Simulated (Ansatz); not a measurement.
# Relaxing KCl in the zincblende type

First guess:

```
CELL_PARAMETERS angstrom
0.00000 3.21509 3.21509
3.21509 0.00000 3.21509
3.21509 3.21509 0.00000
ATOMIC_POSITIONS crystal
K 0.00000 0.00000 0.00000
Cl 0.25000 0.25000 0.25000
```

Theory: DFT, PBE, PAW with Ansatz's default frozen-core files, scalar-relativistic in Ansatz 0.2.0.

Cell and atoms relax within the symmetry of the start on a 11×11×11 k mesh with 0.03 eV Fermi–Dirac smearing.

The start is built from a prototype, known or not as a phase of this compound; the cutoff is 420 eV.

What is the pressure of the first guess?

6.11 GPa.

What does it relax to?

a = 7.061 Å, b = 7.061 Å, c = 7.061 Å, α = 90.00°, β = 90.00°, γ = 90.00° (conventional cell), 44.00 Å³ per atom:
```xyz
2
Lattice="0.0000 3.5304 3.5304 3.5304 0.0000 3.5304 3.5304 3.5304 0.0000" Properties=species:S:1:pos:R:3 pbc="T T T"
K     0.0000    0.0000    0.0000
Cl    1.7652    1.7652    1.7652
```

How much energy does the relaxation release?

160 meV/atom.
